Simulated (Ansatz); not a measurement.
**Al2Au in Ansatz: convergence with k mesh**

Crystal: Al2Au.

```
CELL_PARAMETERS angstrom
0.00000 3.00000 3.00000
3.00000 0.00000 3.00000
3.00000 3.00000 0.00000
ATOMIC_POSITIONS crystal
Au 0.00000 0.00000 0.00000
Al 0.75000 0.75000 0.75000
Al 0.25000 0.25000 0.25000
```

* Program: Ansatz 0.2.0
* Task: convergence study
* Functional: r2SCAN
* Potentials or basis: Ansatz PAW earlier set
* Cutoff: 1050 eV
* Density cutoff: 4200 eV
* k mesh: 3 × 3 × 3
* Occupations: methfessel-paxton, width 0.05 eV
* Spin: no spin polarisation

These are the settings of the first run; the series varies k mesh, with any setting tied to it.

Hardware: 2 threads of Arm Neoverse V2, on a shared host.

**Question.** The values tried are 3 × 3 × 3, 4 × 4 × 4, 5 × 5 × 5, 6 × 6 × 6, 7 × 7 × 7, 9 × 9 × 9, 11 × 11 × 11, 13 × 13 × 13, loosest first. From which on does the pressure stay within 0.1 GPa of the tightest run that finished?

**Answer.** From 5 × 5 × 5 on.

| k mesh | energy less the tightest run, at zero smearing (meV/atom) | pressure (GPa) | SCF cycles | CPU time (s) | peak memory (GiB) |
| --- | --- | --- | --- | --- | --- |
| 3 × 3 × 3 | 76.49 | -0.88 | 9 | 4.7 | 0.72 |
| 4 × 4 × 4 | -3.31 | 0.02 | 10 | 7 | 0.73 |
| 5 × 5 × 5 | -11.60 | 0.75 | 9 | 7.1 | 0.74 |
| 6 × 6 × 6 | 1.78 | 0.82 | 9 | 9.6 | 0.78 |
| 7 × 7 × 7 | 2.54 | 0.84 | 9 | 11 | 0.81 |
| 9 × 9 × 9 | 2.38 | 0.78 | 9 | 17 | 0.84 |
| 11 × 11 × 11 | 2.46 | 0.77 | 8 | 24 | 0.88 |
| 13 × 13 × 13 | 0.00 | 0.77 | 8 | 35 | 0.94 |

Not settled before the last step: the energy (to 1 meV/atom). Meshes of other sizes hit other points, so gaps and Fermi surfaces needn't settle smoothly. The tightest run that finished is the yardstick and may itself not be fully converged.

Caveat, for the tightest run too: the PAW data sets come from PBE, with cores solved anew for the run's functional, which leaves a small shift of forces and pressure. Spin-orbit coupling is left out, which matters for the levels of Au.
